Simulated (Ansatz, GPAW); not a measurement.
# Ballistic transport through pyrimidine-2,5-dithiol between two Al chains, from relaxation to T(E), part 3 of 3

Wanted: T(E) of pyrimidine-2,5-dithiol between two Al chains at a relaxed geometry in two programs, beside the unrelaxed structure.

GPAW 26.7.0 and Ansatz 0.2.0; Ansatz plane waves; relaxation of the junction with the lead ends held (the session's first sound run).

So far, open channels of the lead at the Fermi level (one spin): 2 in steps 3, 4, 5 and 8.

### 10. Comparison (continued)

Transmission, zone mean, sum over the listed spins against energy, zero at the Fermi level:

| energy (eV) | pw-pbe | dzp | szp | sz | dzp-LDA | asbuilt |
| --- | --- | --- | --- | --- | --- | --- |
| -2.000 | 0.0334 | 0.0336 | 0.0186 | 0.0195 | 0.0297 | 0.0370 |
| -1.800 | 0.0712 | 0.0626 | 0.0476 | 0.0892 | 0.0613 | 0.258 |
| -1.600 | 0.0237 | 0.0250 | 0.0118 | 4.7e-12 | 0.0232 | 8.1e-4 |
| -1.400 | 0.00816 | 0.00787 | 0.00182 | 1.4e-12 | 0.00939 | 2.8e-6 |
| -1.200 | 0 | 6.8e-11 | 1.2e-11 | 4.3e-13 | 1.0e-10 | 2.5e-13 |
| -1.000 | 0 | 4.6e-12 | 2.4e-12 | 4.2e-13 | 5.9e-12 | 5.9e-14 |
| -0.800 | 0 | 6.2e-12 | 5.2e-12 | 2.5e-12 | 7.8e-12 | 4.8e-14 |
| -0.600 | 0 | 4.0e-10 | 4.8e-10 | 1.6e-10 | 5.6e-10 | 9.3e-14 |
| -0.400 | 0 | 1.0e-9 | 4.7e-11 | 4.6e-9 | 9.3e-10 | 4.0e-9 |
| -0.200 | 0.00838 | 0.00895 | 0.0123 | 0.0183 | 0.0105 | 0.207 |
| 0.000 | 0.0263 | 0.0285 | 0.0553 | 0.0804 | 0.0357 | 0.212 |
| 0.200 | 0.0762 | 0.0746 | 0.250 | 0.397 | 0.100 | 0.0597 |
| 0.300 | 0.152 | 0.137 | 0.634 | 0.648 | 0.194 | 0.0393 |
| 0.325 | 0.185 | 0.162 | 0.711 | 0.586 | 0.235 | 0.0366 |
| 0.400 | 0.349 | 0.285 | 0.532 | 0.321 | 0.427 | 0.0317 |
| 0.550 | 0.789 | 0.716 | 0.166 | 0.111 | 0.762 | 0.0295 |
| 0.575 | 0.766 | 0.745 | 0.144 | 0.0979 | 0.718 | 0.0296 |
| 0.600 | 0.715 | 0.743 | 0.127 | 0.0875 | 0.658 | 0.0298 |
| 0.800 | 0.302 | 0.374 | 0.0900 | 0.0726 | 0.291 | 0.0335 |
| 1.000 | 0.182 | 0.217 | 0.102 | 0.0793 | 0.198 | 0.0424 |
| 1.200 | 0.145 | 0.149 | 0.213 | 0.225 | 0.154 | 0.0509 |
| 1.400 | 0.344 | 0.191 | 0.845 | 0.926 | 0.259 | 0.0608 |
| 1.450 | 0.504 | 0.244 | 1.01 | 1.01 | 0.352 | 0.0645 |
| 1.500 | 0.719 | 0.333 | 1.04 | 0.972 | 0.498 | 0.0706 |
| 1.600 | 1.03 | 0.658 | 0.887 | 0.773 | 0.894 | 0.119 |
| 1.625 | 1.04 | 0.759 | 0.843 | 0.729 | 0.973 | 0.164 |
| 1.775 | 0.945 | 1.06 | 0.686 | 0.574 | 1.03 | 0.555 |
| 1.800 | 0.929 | 1.06 | 0.675 | 0.563 | 1.01 | 0.437 |
| 2.000 | 0.822 | 0.955 | 0.647 | 0.549 | 0.905 | 0.282 |

### 11. Density threshold 0.01

The Hamiltonian is taken from the last density. The density threshold is one of the tests that end the cycle; the energy must settle too, so a loose value may not be the test that decides.

This step: GPAW LCAO, PAW setups; Landauer transmission from Green's functions with principal layers (ASE), zero bias (GPAW 26.7.0).

Contents of run.py:

```python
import json
import numpy as np
from ase import Atoms
from ase.transport.calculators import TransportCalculator
from gpaw import GPAW, FermiDirac
from gpaw.lcao.tools import get_lcao_hamiltonian
from scipy.linalg import eigh

# The junction with lead layers at both ends, along the third cell vector
device = Atoms(
    ['Al', 'Al', 'Al', 'Al', 'Al', 'Al', 'Al', 'S', 'C', 'N', 'N', 'C', 'C', 'H', 'H', 'C', 'S', 'Al', 'Al', 'Al', 'Al', 'Al', 'Al', 'Al'],
    positions=[
        [7.20726, 4.50000, 1.20000],
        [7.20726, 4.50000, 3.60000],
        [7.20726, 4.50000, 6.00000],
        [7.20726, 4.50000, 8.40000],
        [7.20726, 4.50000, 10.80000],
        [7.46848, 3.35995, 13.15350],
        [6.69003, 4.57845, 15.40752],
        [4.50464, 4.30161, 16.11270],
        [5.35987, 4.45124, 17.62830],
        [6.72926, 4.46106, 17.47366],
        [4.74775, 4.58209, 18.80415],
        [7.49800, 4.57028, 18.58212],
        [5.51708, 4.71055, 19.88745],
        [8.57944, 4.56840, 18.43555],
        [4.99174, 4.84663, 20.83850],
        [6.93091, 4.69277, 19.86074],
        [7.95552, 4.92372, 21.29328],
        [6.73934, 4.23977, 23.17086],
        [7.91585, 4.76632, 25.63709],
        [7.20726, 4.50000, 28.19193],
        [7.20726, 4.50000, 30.59193],
        [7.20726, 4.50000, 32.99193],
        [7.20726, 4.50000, 35.39193],
        [7.20726, 4.50000, 37.79193]],
    cell=[[14.41452, 0.0, 0.0], [0.0, 9.0, 0.0], [0.0, 0.0, 38.99193]],
    pbc=True)

# One principal layer of the lead: the first 4 atoms of the device
lead = Atoms(
    ['Al', 'Al', 'Al', 'Al'],
    positions=[
        [7.20726, 4.50000, 1.20000],
        [7.20726, 4.50000, 3.60000],
        [7.20726, 4.50000, 6.00000],
        [7.20726, 4.50000, 8.40000]],
    cell=[[14.41452, 0.0, 0.0], [0.0, 9.0, 0.0], [0.0, 0.0, 9.6]],
    pbc=True)

settings = dict(mode='lcao', basis='dzp', xc='PBE', h=0.18,
                occupations=FermiDirac(0.1), maxiter=250,
                mixer=dict(beta=0.1, nmaxold=8, weight=100.0),
                convergence=dict(density=0.01))
energies = np.arange(-2, 2 + 1e-9, 0.025)
eta = 0.0001
n1, n2 = 1, 1
# k and -k transmit alike, so half of the mesh across the current serves
mesh = [(i, j) for i in range(n1) for j in range(n2) if (i, j) <= (-i % n1, -j % n2)]
weights = np.array([1 if (i, j) == (-i % n1, -j % n2) else 2 for i, j in mesh]) / (n1 * n2)

# [... helper functions left out ...]
fermi_lead = ground_state(lead, (1, 1, 12), 'lead.txt')
fermi_device = ground_state(device, (1, 1, 2), 'device.txt')
# [... loop over the mesh left out, but for ...]
        # Shift the lead onto the potential of the device's first layer
        shift = ((H[:, 0, 0] - H0[:, 0, 0]) / S0[0, 0]).real.mean()
# [...]
kT = 8.617333e-5 * 300
bias = [0.1, 0.2, 0.5, 1.0, 1.5, 2.0]
# [... integrals and printing left out ...]
```

Run with:

```
OMP_NUM_THREADS=1 OPENBLAS_NUM_THREADS=1 python run.py
```

Run time: 3.2 min. Hardware: 1 thread of Arm Neoverse N1, shared host; peak memory 2.5 GiB.

The run finished with changed settings (conv = 0.01); it serves as a test.

The two runs compared:

| quantity | this run | sound run | difference |
| --- | --- | --- | --- |
| conductance (G₀) | 0.029340 | 0.029019 | 3.2e-4 |
| thermopower (μV/K) | -35.568 | -36.408 | 0.841 |
| largest coupling past the next principal layer (eV) | 1.570e-15 | 1.110e-15 | 4.6e-16 |
| largest misfit of the first principal layer (eV) | 0.062731 | 0.041752 | 0.0210 |
| shift that aligns the lead (eV) | -0.010894 | 0.012626 | -0.0235 |
| transmission at the Fermi level (one spin) | 0.028852 | 0.028455 | 4.0e-4 |

### 12. Summary of results

| Property | Result |
| --- | --- |
| conductance | 0.0290 G₀ |
| transmission at the Fermi level, mean of the spins | 0.0285 |
| thermopower | -36.4 μV/K |
| open channels of the lead there | 2 |

In the dzp basis the junction conducts 0.0290 G₀ at 300 K, with T = 0.0285 a spin at the Fermi level; no smaller basis tried comes within 10 % of that conductance. Relaxation moved atoms by up to 2.8 Å and took the conductance from 0.212 to 0.0290 G₀, as a ratio a larger change than the step from dzp to the minimal basis. Plane waves (PBE) give T = 0.0263 there. The scatterer reflects about 99 % of the incoming channels at the Fermi level. The negative thermopower says that the thermally weighted transmission is larger above the Fermi level, as for electron-like transport. Measured against the first run (pw-pbe), the nearest curve is that of dzp-LDA (r.m.s. 0.053) and the farthest that of asbuilt (0.31). Over the compared runs wall time goes from 171 s (sz) to 16009 s (pw-pbe), on a shared host; the plane-wave run used 4 threads and the orbital runs 1. Moves of this size go well beyond a change of bond lengths: the free chain atoms or the scatterer took up a new arrangement, and the name in the title describes the start. The leads kept an estimated spacing and the cell its length, so the junction may be under some tension or compression. Semilocal functionals put molecular levels too near the Fermi level, so such conductances usually come out too high, and chain electrodes have a sharper density of states than real ones. Energies count from the junction cell's Fermi level; in the run with T = 0.0285 there, the aligned lead's own level lies at 0.013 eV, where T interpolates to 0.0302; the finite cell leaves the answer open by at least that much. An evenly spaced straight chain is an idealisation: free chains tend to dimerise, zigzag or, where a band edge lies near the Fermi level, turn magnetic. The currents use the zero-bias T(E) throughout, which holds only while the bias is small against the distance to the nearest feature.

[Logs are printed without paths, hosts, clocks, repeated set-up lines and the standing remarks that a program may print on its own settings, such as how far it seeks lower states.]

[Hosts, paths, dates, database ids (printed as entryN), source tags and the programs' standing remarks are cut or masked in the printed files.]
